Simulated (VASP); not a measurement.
Input of a VASP 6.6.1 run:

Contents of POSCAR:

```
Si
1.0
    4.1209500000      0.0000000000      0.0000000000
   -2.0604700000      3.5688500000      0.0000000000
    0.0000000000      0.0000000000      2.6547900000
Si
2
Direct
    0.3333300000      0.6666700000      0.5000000000
    0.6666700000      0.3333300000      0.5000000000
```

INCAR.step1

```
SYSTEM = Si
PREC = Accurate
ENCUT = 600
EDIFF = 1E-5
ISMEAR = -1
SIGMA = 0.05
LREAL = .False.
LASPH = .True.
NELM = 60
ALGO = Normal
LWAVE = .True.
LCHARG = .False.
GGA = PE
```

File INCAR.step2:

```
SYSTEM = Si
PREC = Accurate
ENCUT = 600
EDIFF = 1E-6
ISMEAR = -1
SIGMA = 0.05
LREAL = .False.
LASPH = .True.
NELM = 60
ALGO = Normal
ISIF = 3
LWAVE = .False.
LCHARG = .False.
GGA = PE
LHFCALC = .True.
AEXX = 0.25
PRECFOCK = Fast
IBRION = 2
NSW = 40
EDIFFG = -0.01
ISTART = 1
```

KPOINTS

```
regular mesh
0
Gamma
  4 4 5
  0 0 0
```

Potentials or basis: VASP PAW PBE potentials, release 64 (Si).

Launch:

```sh
$ cat potpaw_PBE.64/Si/POTCAR > POTCAR
$ cp INCAR.step1 INCAR
$ mpirun -np 1 vasp_std > vasp.out
$ cp INCAR.step2 INCAR
$ mpirun -np 1 vasp_std > vasp.out
```

**Question.** Estimate the space group after relaxing (to 0.05 Å).

**Answer.** P6/mmm (No. 191).

**Question.** Predict the band gap on the k mesh.

**Answer.** None (metal or under the smearing width).

**Question.** What does it give for the relaxed volume?

**Answer.** 18.78 Å³/atom.

Step by step:
```csv
step,energy change (eV),largest force (eV/Å),pressure (GPa),volume (Å³)
1,0.0000,0.0006,-3.01,39.04
2,-0.0285,0.0004,1.78,36.94
3,-0.0595,0.0000,-0.59,37.78
4,-0.0595,0.0000,-0.54,37.76
5,-0.0598,0.0001,0.35,37.40
6,-0.0600,0.0000,0.06,37.53
7,-0.0600,0.0000,0.04,37.53
8,-0.0600,0.0000,-0.03,37.56
9,-0.0600,0.0000,-0.02,37.55
```

Caveat: the k mesh is coarse (spacing up to 0.47 Å⁻¹), so the values aren't converged, least of all with exact exchange; the PAW data sets were made with another functional, which shifts forces and pressure a little.
